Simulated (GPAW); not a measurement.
Here is a GPAW 26.7.0 calculation.

The input run.py:

```python
import numpy as np
from ase.dft.bandgap import bandgap
from ase.io import read, write
from ase.units import GPa
from gpaw import GPAW, PW
from gpaw.spinorbit import soc_eigenstates

atoms = read('ZrN.xyz')

calc = GPAW(mode=PW(800),
            xc='MGGA_X_SCAN+MGGA_C_SCAN',
            kpts={'size': (8, 8, 8), 'gamma': True},
            occupations={'name': 'fermi-dirac', 'width': 0.05},
            nbands=19,
            convergence={'density': 1e-05, 'energy': 1e-05},
            maxiter=150,
            txt='gpaw.txt')
atoms.calc = calc
energy = atoms.get_potential_energy()
forces = atoms.get_forces()
stress = atoms.get_stress()
calc.write('gs.gpw')
write('result.traj', atoms)
print(f'Energy: {energy:.6f} eV')
print('Forces (eV/A):')
print(forces.round(4))
print('Stress (GPa):', (stress / GPa).round(3))
print('Fermi level:', round(calc.get_fermi_level(), 4), 'eV')
print(f'Gap: {bandgap(calc)[0]:.4f} eV, direct: {bandgap(calc, direct=True)[0]:.4f} eV')

path = atoms.cell.bandpath('GXWKGLUWLK,UX', npoints=80, eps=1e-4)
bs_calc = calc.fixed_density(kpts=path, symmetry='off', nbands=28,
                             convergence={'bands': 'CBM+6.0', 'eigenstates': 1e-6}, txt='bands.txt')
bs = bs_calc.band_structure()
bs.write('bs.json')
print(f'Gap on the path: {bandgap(bs_calc)[0]:.4f} eV')

soc = soc_eigenstates(bs_calc, theta=0, phi=0, ignore_xc_potential=True)
np.savetxt('soc_bands.dat', soc.eigenvalues(), fmt='%.4f')
mesh = soc_eigenstates('gs.gpw', theta=0, phi=0, ignore_xc_potential=True)
np.savetxt('soc_mesh.dat', mesh.eigenvalues(), fmt='%.4f')
print('Fermi level with spin-orbit coupling:', round(mesh.fermi_level, 4), 'eV')
```

File ZrN.xyz:

```xyz
2
Lattice="0.0000000000 2.3000000000 2.3000000000 2.3000000000 0.0000000000 2.3000000000 2.3000000000 2.3000000000 0.0000000000" Properties=species:S:1:pos:R:3 pbc="T T T"
Zr     2.3000000000      2.3000000000      2.3000000000
N      0.0000000000      0.0000000000      0.0000000000
```

Potentials or basis: GPAW PAW data sets (gpaw-data 1.2.1), pw.

The run is started by

```bash
$ OMP_NUM_THREADS=1 python run.py
```

(1) Predict the pressure.

(2) Estimate the band gap along the path.

Results:

(1) -4.5 GPa.

(2) none (metal or under the smearing width).

Caveat: spin-orbit coupling was added after a scalar SCF, so levels and gaps hold it while energy, forces, pressure and moments don't; this program's spin-orbit splittings come out too wide for heavy elements; the PAW data sets were made with another functional, which shifts forces and pressure a little.
